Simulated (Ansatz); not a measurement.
# LiCl: the cost of one run

Program: Ansatz 0.2.0. Level of theory: DFT PBE, scalar-relativistic, plane waves, PAW. These are calculated values, not measurements.

## Step 1: Starting point

The structure is monoclinic, space group Pm (No. 6). Conventional cell: a = 6.367 Å, b = 3.632 Å, c = 6.367 Å, α = 90.00°, β = 120.00°, γ = 90.00°. Li (site symmetry m) has 3 Li at 2.07 to 2.23 Å and 1 Cl at 2.07 Å as nearest neighbours. Li (site symmetry m) is surrounded by 1 Li at 2.07 Å and 3 Cl at 2.07 to 2.23 Å. Li (site symmetry m) has 2 Cl at 2.07 Å and 2 Li at 2.23 Å as nearest neighbours. Cl (site symmetry m) has 3 Li at 2.07 to 2.23 Å and 1 Cl at 2.07 Å as nearest neighbours. Around Cl (site symmetry m) lie 2 Li at 2.07 Å and 2 Cl at 2.23 Å. Cl (site symmetry m) is surrounded by 1 Li at 2.07 Å and 3 Cl at 2.07 to 2.23 Å.

As a file:

```cif
data_structure
_symmetry_space_group_name_H-M 'Pm'
_symmetry_Int_Tables_number 6
_cell_length_a 6.3672
_cell_length_b 3.6322
_cell_length_c 6.3672
_cell_angle_alpha 90.000
_cell_angle_beta 120.000
_cell_angle_gamma 90.000
_cell_volume 127.53
loop_
_atom_site_label
_atom_site_type_symbol
_atom_site_symmetry_multiplicity
_atom_site_Wyckoff_symbol
_atom_site_fract_x
_atom_site_fract_y
_atom_site_fract_z
_atom_site_occupancy
Li1 Li 1 a 0.44163 0.00000 0.55837 1
Li2 Li 1 a 0.11674 0.00000 0.55837 1
Li3 Li 1 b 0.55837 0.50000 0.44163 1
Cl1 Cl 1 b 0.88326 0.50000 0.44163 1
Cl2 Cl 1 a 0.44163 0.00000 0.88326 1
Cl3 Cl 1 b 0.55837 0.50000 0.11674 1
```

Recipe of the guess: 4-connected net, two elements spread over the vertices (Pm, No. 6). The dimensions are guesses.

## Step 2: The guess as it stands, on a coarse mesh

Input file input.yaml:

```yaml
crystal:
  lattice:
    - [6.36723636, 0.0, 0.0]
    - [0.0, 3.63221045, 0.0]
    - [-3.18361818, 0.0, 5.51418844]
  atoms:
    - { symbol: Li, position: [0.44162875, 0.0, 0.55837125] }
    - { symbol: Li, position: [0.11674249, 0.0, 0.55837125] }
    - { symbol: Li, position: [0.55837125, 0.5, 0.44162875] }
    - { symbol: Cl, position: [0.88325751, 0.5, 0.44162875] }
    - { symbol: Cl, position: [0.44162875, 0.0, 0.88325751] }
    - { symbol: Cl, position: [0.55837125, 0.5, 0.11674249] }
basis:
  ecutwfc: 420
kpoints:
  mp_grid: { grid: [3, 6, 3] }
hamiltonian:
  xc: pbe
scf:
  occupations: { method: gaussian, width: 0.1 }
  lower_state_search: "off"
output:
  forces: true
  stress: true
  eigenvalues: true
```

Started as:

```
$ ansatz run input.yaml --threads 1 --pin off --max-ram 2560MiB --backend cpu --events-out ev --progress --plain --runs-dir out
```

Q: Estimate wall time and peak memory on 1 thread of Arm Neoverse V1, shared host.

About 6.5 s, with a peak of 0.32 GiB.
